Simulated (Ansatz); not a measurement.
## Structure types of Hf compared at 430 GPa

Structure types of Hf are relaxed in primitive cells with their symmetry kept at 430 GPa, first on PAW files, then by LAPW. The enthalpy is E + pV at zero temperature, without zero-point motion. Only the types listed were tried, and differences under about 5 meV/atom are mesh noise. The real phase may be another.

Level of theory: DFT with PBE, scalar-relativistic, in Ansatz 0.2.0; Fermi–Dirac smearing of 0.08 eV, no spin polarisation. LAPW: all electrons, basis error target 0.5 meV/atom; PAW: frozen-core files, cutoff 420 eV.

k meshes: fcc 20×20×20, bcc 20×20×20, hcp 18×18×10, beta tin 19×19×19, simple hexagonal 19×19×18, sc 18×18×18.

Spin–orbit coupling is left out, which matters for the heavy atoms.

Question: Order the types by LAPW enthalpy, lowest first.
A. sc
B. hcp
C. beta tin
D. bcc
E. fcc
F. simple hexagonal

Answer: D (0 meV/atom), E (499 meV/atom), B (563 meV/atom), C (1634 meV/atom), F (1689 meV/atom), A (2909 meV/atom).

| start type | ends as | a, b, c (Å) | V (Å³/atom) | H − H(lowest), LAPW (meV/atom) | same, PAW |
| --- | --- | --- | --- | --- | --- |
| fcc | fcc, Fm-3m | 3.351, 3.351, 3.351 | 9.41 | 498.6 | 496.7 |
| bcc | bcc, Im-3m | 2.648, 2.648, 2.648 | 9.28 | 0.0 | 0.0 |
| hcp | hcp, P6_3/mmc | 2.327, 2.327, 4.021 | 9.43 | 563.1 | 561.4 |
| beta tin | beta tin, I4_1/amd | 4.132, 4.132, 2.262 | 9.66 | 1633.6 | 1630.7 |
| simple hexagonal | simple hexagonal, P6/mmm | 2.269, 2.269, 2.181 | 9.72 | 1689.1 | 1683.7 |
| sc | sc, Pm-3m | 2.145, 2.145, 2.145 | 9.87 | 2909.5 | 2900.5 |

Question: Split the lead of bcc over fcc into energy and pV.

Answer: For fcc less bcc: ΔE = +157.9 meV/atom, and p·ΔV = 430 GPa × +0.1269 Å³ × 6.242 meV/(GPa·Å³) = +340.6 meV/atom, together 498.5 meV/atom. bcc wins on both counts.
